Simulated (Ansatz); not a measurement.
# WS2 in Ansatz: the effect of Hubbard term

WS2, a slab with vacuum:

```xyz
9
Lattice="3.1830 0.0000 0.0000 -1.5915 2.7565 0.0000 0.0000 0.0000 28.5322" Properties=species:S:1:pos:R:3 pbc="T T T"
W     1.5915    0.9188   12.3933
W     1.5915    0.9188   25.2662
W     0.0000    0.0000   18.8109
S     1.5915    0.9188   17.2513
S     0.0000    0.0000   10.8340
S     0.0000    0.0000   23.7059
S     1.5915    0.9188   20.3706
S     0.0000    0.0000   13.9531
S     0.0000    0.0000   26.8256
```

Alike in all runs:

| Quantity | Value |
| --- | --- |
| Program | Ansatz 0.2.0 |
| Task | density of states |
| Functional | r2SCAN |
| Potentials or basis | Ansatz PAW |
| Cutoff | 500 eV (not typed: the program's choice for these potentials) |
| k mesh | 7 × 7 × 1 |
| Occupations | fermi-dirac, width 0.05 eV |
| Spin | no spin polarisation |
| Hubbard projectors | ortho-atomic (the default) |
| Double counting | fll (the default) |

| Hubbard term | gap on the mesh (eV) | largest force (eV/Å) |
| --- | --- | --- |
| W d U = 5 eV | 1.70 | 0.01 |
| W d U = 6 eV | 1.68 | 0.01 |
| W d U = 8 eV | ? | ? |

What does the run with Hubbard term W d U = 8 eV give?

gap on the mesh 1.68 eV; largest force 0.03 eV/Å.

Caveats: odd divisions of the mesh miss points on the zone boundary, where band edges often lie, so the gap on the mesh can be too wide; spin-orbit coupling is left out, which moves the levels of the heavy elements; the PAW data sets come from PBE, with cores solved anew for the run's functional, which leaves a small shift of forces and pressure.

A k mesh can miss the band edges.
